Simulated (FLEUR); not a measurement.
# Calculated records

**free-standing square Cr monolayer, spacing 2.867 A: parallel and opposed starts**

The cell holds 2 atoms: 2 Cr. Cell: a = 5.734 Å, b = 4.055 Å, c = 14.000 Å, α = 90.0°, β = 90.0°, γ = 45.0°. model lattice. Vacuum lies along c.

| Item | Value |
| --- | --- |
| method | PBEsol; all-electron FLAPW film, Dirac cores, scalar-relativistic bands |
| program | FLEUR MaX-R8.1 |
| settings of one run | kmax 3.6 1/bohr, gmax 10.8 1/bohr, muffin tin radii Cr: 2.57 bohr, lmax Cr: [10, 8], hist occupations, smearing width 0.05 eV, mixer Anderson, mixing 0.03, max iterations 120, stop 2.00e-5 me/bohr³, film mode on, collinear spin, 5×10×1 k-mesh, mesh matched on, starting moments 2.5 -2.5 μB |
| notes | This is the lowest of 4 finished starts, no proof of the ground state. |
| lowest state found | antiferromagnetic (initial antiferro q=(1/2,1/2,0) +-) |
| largest site spin moment | 3.99 μB |
| next finished state | antiferromagnetic, 88.4 meV a seeded atom higher |
| energy gained by spin polarisation | 1991 meV a seeded atom |

The lowest state found is antiferromagnetic, reached from the start antiferro q=(1/2,1/2,0) +-, with moments up to 3.99 μB. The next finished state costs 88 meV a seeded atom.

[Hosts, paths, dates, database ids (printed as entryN), source tags and the programs' standing remarks are cut or masked in the printed files.]

[Where a cell is said to come from a database of computed structures, the database is the Materials Project.]
